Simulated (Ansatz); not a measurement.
# A Si vacancy in α-quartz SiO2, 71 atoms, charge −4

A calculation with Ansatz 0.2.0 (PAW, plane waves); the settings stand in the input.

Input:

```yaml
crystal:
  lattice:
    - [9.901639, 0.000000, 0.000000]
    - [-4.950819, 8.575071, 0.000000]
    - [0.000000, 0.000000, 10.885880]
  atoms:
    - { symbol: Si, position: [0.247969, 0.016541, 0.185768] }
    - { symbol: Si, position: [0.212853, 0.023361, 0.676164] }
    - { symbol: Si, position: [0.223381, 0.491818, 0.169978] }
    - { symbol: Si, position: [0.242974, 0.530271, 0.648901] }
    - { symbol: Si, position: [0.726022, 0.988721, 0.174785] }
    - { symbol: Si, position: [0.739298, 0.996568, 0.668636] }
    - { symbol: Si, position: [0.739145, 0.488945, 0.162997] }
    - { symbol: Si, position: [0.737322, 0.472527, 0.649922] }
    - { symbol: Si, position: [0.023789, 0.212962, 0.324586] }
    - { symbol: Si, position: [0.016625, 0.247742, 0.814903] }
    - { symbol: Si, position: [0.996994, 0.739113, 0.332047] }
    - { symbol: Si, position: [0.988546, 0.725643, 0.825978] }
    - { symbol: Si, position: [0.530663, 0.242982, 0.351721] }
    - { symbol: Si, position: [0.491812, 0.222979, 0.830788] }
    - { symbol: Si, position: [0.472986, 0.737430, 0.350808] }
    - { symbol: Si, position: [0.488867, 0.738799, 0.837556] }
    - { symbol: Si, position: [0.276751, 0.276587, 0.000338] }
    - { symbol: Si, position: [0.255105, 0.765013, 0.008126] }
    - { symbol: Si, position: [0.254011, 0.791749, 0.515519] }
    - { symbol: Si, position: [0.765190, 0.255048, 0.992493] }
    - { symbol: Si, position: [0.791975, 0.253745, 0.485227] }
    - { symbol: Si, position: [0.748272, 0.748254, 0.000348] }
    - { symbol: Si, position: [0.742234, 0.741921, 0.500411] }
    - { symbol: O, position: [0.227710, 0.134080, 0.094164] }
    - { symbol: O, position: [0.176475, 0.157953, 0.666306] }
    - { symbol: O, position: [0.186980, 0.613579, 0.096988] }
    - { symbol: O, position: [0.203070, 0.676808, 0.634268] }
    - { symbol: O, position: [0.716544, 0.125352, 0.099604] }
    - { symbol: O, position: [0.712045, 0.120876, 0.593426] }
    - { symbol: O, position: [0.696610, 0.612884, 0.102447] }
    - { symbol: O, position: [0.703728, 0.606054, 0.598216] }
    - { symbol: O, position: [0.384075, 0.083786, 0.287448] }
    - { symbol: O, position: [0.351218, 0.058894, 0.782878] }
    - { symbol: O, position: [0.341618, 0.586665, 0.279472] }
    - { symbol: O, position: [0.357442, 0.583778, 0.773847] }
    - { symbol: O, position: [0.859095, 0.058126, 0.276626] }
    - { symbol: O, position: [0.877888, 0.078754, 0.767776] }
    - { symbol: O, position: [0.882285, 0.578664, 0.259251] }
    - { symbol: O, position: [0.864869, 0.560460, 0.763782] }
    - { symbol: O, position: [0.521131, 0.317702, 0.473788] }
    - { symbol: O, position: [0.433692, 0.311206, 0.926721] }
    - { symbol: O, position: [0.415823, 0.825445, 0.446421] }
    - { symbol: O, position: [0.418423, 0.797689, 0.946435] }
    - { symbol: O, position: [0.956025, 0.269807, 0.442784] }
    - { symbol: O, position: [0.919379, 0.294846, 0.915587] }
    - { symbol: O, position: [0.897592, 0.780212, 0.425750] }
    - { symbol: O, position: [0.903873, 0.775804, 0.931813] }
    - { symbol: O, position: [0.158502, 0.176762, 0.334429] }
    - { symbol: O, position: [0.134313, 0.227654, 0.906465] }
    - { symbol: O, position: [0.121393, 0.711872, 0.407121] }
    - { symbol: O, position: [0.125167, 0.716160, 0.901194] }
    - { symbol: O, position: [0.677112, 0.202941, 0.366422] }
    - { symbol: O, position: [0.613639, 0.186594, 0.903706] }
    - { symbol: O, position: [0.606520, 0.703868, 0.402551] }
    - { symbol: O, position: [0.612856, 0.696450, 0.898287] }
    - { symbol: O, position: [0.059241, 0.351358, 0.217943] }
    - { symbol: O, position: [0.083746, 0.383687, 0.713105] }
    - { symbol: O, position: [0.079017, 0.877956, 0.233092] }
    - { symbol: O, position: [0.058088, 0.858596, 0.724059] }
    - { symbol: O, position: [0.584239, 0.357543, 0.226835] }
    - { symbol: O, position: [0.586568, 0.341055, 0.721189] }
    - { symbol: O, position: [0.560861, 0.865105, 0.237052] }
    - { symbol: O, position: [0.578625, 0.881739, 0.741121] }
    - { symbol: O, position: [0.311394, 0.433473, 0.074065] }
    - { symbol: O, position: [0.317701, 0.520723, 0.526854] }
    - { symbol: O, position: [0.294888, 0.919170, 0.085080] }
    - { symbol: O, position: [0.269886, 0.955741, 0.557976] }
    - { symbol: O, position: [0.797796, 0.418441, 0.053994] }
    - { symbol: O, position: [0.825586, 0.415447, 0.554480] }
    - { symbol: O, position: [0.775930, 0.903902, 0.068874] }
    - { symbol: O, position: [0.780922, 0.897366, 0.575129] }
  symmetry: { detect: false }
kpoints:
  mp_grid: { grid: [1, 1, 1], shift: [0.25, 0.25, 0.25] }
hamiltonian:
  xc: pbesol
total_charge: -4
scf:
  occupations: { method: fermi_dirac, width: 0.01 }
neb:
  images: 5
  f_tol: 0.06
  max_iterations: 90
  relax_end_points: true
  final_atoms:
    - { symbol: Si, position: [0.247969, 0.016541, 0.185768] }
    - { symbol: Si, position: [0.212853, 0.023361, 0.676164] }
    - { symbol: Si, position: [0.223381, 0.491818, 0.169978] }
    - { symbol: Si, position: [0.264640, 0.264640, 0.500000] }
    - { symbol: Si, position: [0.726022, 0.988721, 0.174785] }
    - { symbol: Si, position: [0.739298, 0.996568, 0.668636] }
    - { symbol: Si, position: [0.739145, 0.488945, 0.162997] }
    - { symbol: Si, position: [0.737322, 0.472527, 0.649922] }
    - { symbol: Si, position: [0.023789, 0.212962, 0.324586] }
    - { symbol: Si, position: [0.016625, 0.247742, 0.814903] }
    - { symbol: Si, position: [0.996994, 0.739113, 0.332047] }
    - { symbol: Si, position: [0.988546, 0.725643, 0.825978] }
    - { symbol: Si, position: [0.530663, 0.242982, 0.351721] }
    - { symbol: Si, position: [0.491812, 0.222979, 0.830788] }
    - { symbol: Si, position: [0.472986, 0.737430, 0.350808] }
    - { symbol: Si, position: [0.488867, 0.738799, 0.837556] }
    - { symbol: Si, position: [0.276751, 0.276587, 0.000338] }
    - { symbol: Si, position: [0.255105, 0.765013, 0.008126] }
    - { symbol: Si, position: [0.254011, 0.791749, 0.515519] }
    - { symbol: Si, position: [0.765190, 0.255048, 0.992493] }
    - { symbol: Si, position: [0.791975, 0.253745, 0.485227] }
    - { symbol: Si, position: [0.748272, 0.748254, 0.000348] }
    - { symbol: Si, position: [0.742234, 0.741921, 0.500411] }
    - { symbol: O, position: [0.227710, 0.134080, 0.094164] }
    - { symbol: O, position: [0.176475, 0.157953, 0.666306] }
    - { symbol: O, position: [0.186980, 0.613579, 0.096988] }
    - { symbol: O, position: [0.203070, 0.676808, 0.634268] }
    - { symbol: O, position: [0.716544, 0.125352, 0.099604] }
    - { symbol: O, position: [0.712045, 0.120876, 0.593426] }
    - { symbol: O, position: [0.696610, 0.612884, 0.102447] }
    - { symbol: O, position: [0.703728, 0.606054, 0.598216] }
    - { symbol: O, position: [0.384075, 0.083786, 0.287448] }
    - { symbol: O, position: [0.351218, 0.058894, 0.782878] }
    - { symbol: O, position: [0.341618, 0.586665, 0.279472] }
    - { symbol: O, position: [0.357442, 0.583778, 0.773847] }
    - { symbol: O, position: [0.859095, 0.058126, 0.276626] }
    - { symbol: O, position: [0.877888, 0.078754, 0.767776] }
    - { symbol: O, position: [0.882285, 0.578664, 0.259251] }
    - { symbol: O, position: [0.864869, 0.560460, 0.763782] }
    - { symbol: O, position: [0.521131, 0.317702, 0.473788] }
    - { symbol: O, position: [0.433692, 0.311206, 0.926721] }
    - { symbol: O, position: [0.415823, 0.825445, 0.446421] }
    - { symbol: O, position: [0.418423, 0.797689, 0.946435] }
    - { symbol: O, position: [0.956025, 0.269807, 0.442784] }
    - { symbol: O, position: [0.919379, 0.294846, 0.915587] }
    - { symbol: O, position: [0.897592, 0.780212, 0.425750] }
    - { symbol: O, position: [0.903873, 0.775804, 0.931813] }
    - { symbol: O, position: [0.158502, 0.176762, 0.334429] }
    - { symbol: O, position: [0.134313, 0.227654, 0.906465] }
    - { symbol: O, position: [0.121393, 0.711872, 0.407121] }
    - { symbol: O, position: [0.125167, 0.716160, 0.901194] }
    - { symbol: O, position: [0.677112, 0.202941, 0.366422] }
    - { symbol: O, position: [0.613639, 0.186594, 0.903706] }
    - { symbol: O, position: [0.606520, 0.703868, 0.402551] }
    - { symbol: O, position: [0.612856, 0.696450, 0.898287] }
    - { symbol: O, position: [0.059241, 0.351358, 0.217943] }
    - { symbol: O, position: [0.083746, 0.383687, 0.713105] }
    - { symbol: O, position: [0.079017, 0.877956, 0.233092] }
    - { symbol: O, position: [0.058088, 0.858596, 0.724059] }
    - { symbol: O, position: [0.584239, 0.357543, 0.226835] }
    - { symbol: O, position: [0.586568, 0.341055, 0.721189] }
    - { symbol: O, position: [0.560861, 0.865105, 0.237052] }
    - { symbol: O, position: [0.578625, 0.881739, 0.741121] }
    - { symbol: O, position: [0.311394, 0.433473, 0.074065] }
    - { symbol: O, position: [0.317701, 0.520723, 0.526854] }
    - { symbol: O, position: [0.294888, 0.919170, 0.085080] }
    - { symbol: O, position: [0.269886, 0.955741, 0.557976] }
    - { symbol: O, position: [0.797796, 0.418441, 0.053994] }
    - { symbol: O, position: [0.825586, 0.415447, 0.554480] }
    - { symbol: O, position: [0.775930, 0.903902, 0.068874] }
    - { symbol: O, position: [0.780922, 0.897366, 0.575129] }
```

Command:

```sh
ansatz run in.yaml --threads 8 --pin off --max-ram 118750MiB --runs-dir r --events-out ev --progress --plain --backend cuda --devices 0, --max-vram 170GiB
```

The output:

```
8", "-1.0155", "-0.9644", "-0.9357", "-0.8688", "-0.8273", "-0.8228", "-0.7680", "-0.7130", "-0.6591", "-0.6088", "-0.5369", "-0.5127", "-0.4739", "-0.4385", "-0.3664", "-0.3257", "-0.2815", "-0.2367", "-0.2097", "-0.1654", "-0.1271", "-0.0979", "-0.0547", "-0.0252", "0.0016", "0.0552", "0.0986", "0.1585", "0.1900", "0.2115", "0.2392", "0.2863", "0.3112", "0.3559", "0.4115", "0.4416", "0.4722", "0.5454", "0.5528", "0.5855", "0.5947", "0.6887", "0.7013", "0.7496", "0.7540", "0.8017", "0.8322", "0.8885", "0.9235", "0.9419", "0.9732", "1.0189", "1.0373", "1.0741", "1.1023", "1.1492", "1.2032", "1.2498", "1.2641", "1.2999", "1.3406", "1.3589", "1.4190", "1.4600", "1.5894", "1.6413", "1.6567", "1.7258", "1.7388", "1.7904", "1.8298", "1.9589", "2.0719", "2.1767", "2.3501", "2.4434", "2.5867", "2.7128", "3.0647", "3.3736", "3.5793", "3.8555", "3.9390", "4.1056", "4.1743", "4.3934", "4.6651", "8.1130", "8.6932", "8.8976", "9.1665", "9.4567", "9.6483", "9.9536", "10.0495", "10.1981", "10.2702", "10.3776", "10.4525", "10.5338", "10.5696", "10.6177", "10.7401", "10.8181", "10.8677", "10.8967", "10.9387", "10.9946", "11.0740", "11.1027", "11.1936", "11.2478", "11.2909", "11.3401", "11.3914", "11.4599", "11.5139", "11.5706", "11.6253", "11.6551", "11.7234", "11.7370", "11.7951", "11.8889", "11.9103", "11.9927", "12.0451", "12.0611", "12.1678", "12.2177", "12.2805", "12.3304", "12.3688", "12.4066", "12.5138", "12.5676", "12.6457", "12.6935", "12.7319", "12.7918", "12.8453", "12.9102", "12.9690", "13.0070", "13.0933", "13.1442", "13.2096", "13.2475", "13.3201", "13.3740", "13.4241", "13.4779", "13.5682", "13.5945", "13.6515", "13.7350", "13.7583", "13.8642"]
End of that report.
Error: NEB band did not converge after 90 iterations: max|band force component| = 5.17e0 eV/Å (threshold 6.0e-2), which iteration 39 met ahead of a move of the climbing image (`neb.f_tol`); raise `neb.max_iterations` in a new run, which can start from the last band evaluated (`neb.initial_path`, with `crystal.atoms` and `neb.final_atoms` set to its first and last images), add images, or start from
a run's events are kept only if it was started with --events-out <file>, and are in that file
```

The run did not converge.
